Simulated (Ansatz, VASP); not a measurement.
# Two plane-wave programs on Au

```
Au
1.0
     3.57636    2.06481    6.53906
    -3.57636    2.06481    6.53906
     0.00000   -4.12963    6.53906
Au
12
Direct
  0.02474 0.63563 0.02474
  0.02474 0.02474 0.63563
  0.63563 0.02474 0.02474
  0.97526 0.36437 0.97526
  0.36437 0.97526 0.97526
  0.97526 0.97526 0.36437
  0.23574 0.60924 0.23574
  0.23574 0.23574 0.60924
  0.60924 0.23574 0.23574
  0.76426 0.39076 0.76426
  0.39076 0.76426 0.76426
  0.76426 0.76426 0.39076
```

Alike in both runs: functional PBEsol; k mesh 6 × 6 × 6; occupations gaussian, width 0.1 eV; no spin polarisation.

Ansatz relaxed the structure, and its values are those at the end. VASP's run is a single point on that final structure, the one shown.

|  | VASP | Ansatz |
| --- | --- | --- |
| version | VASP 6.6.1 | Ansatz 0.2.0 |
| potentials or method | VASP PAW PBE potentials, release 64 (Au) | scalar-relativistic, plane waves, PAW |
| plane-wave cutoff (eV) | 520 | 420 |
| valence electrons in the cell | 132 | 228 |

Ansatz gave:

| Quantity | Value |
| --- | --- |
| gap on the k mesh at the Fermi level (eV) | none |
| pressure (GPa) | 0.0 |

Task: Which values does VASP return?

Result: gap on the k mesh at the Fermi level (eV): none; pressure (GPa): -0.1.

A gap of «none» marks a metal or a gap that the smearing closes. The two sets of potentials don't hold the same shells in valence.

Caveats: the PAW data sets were made with another functional, which shifts forces and pressure a little (VASP). The runs have no spin-orbit coupling, so splittings on Au are missing.
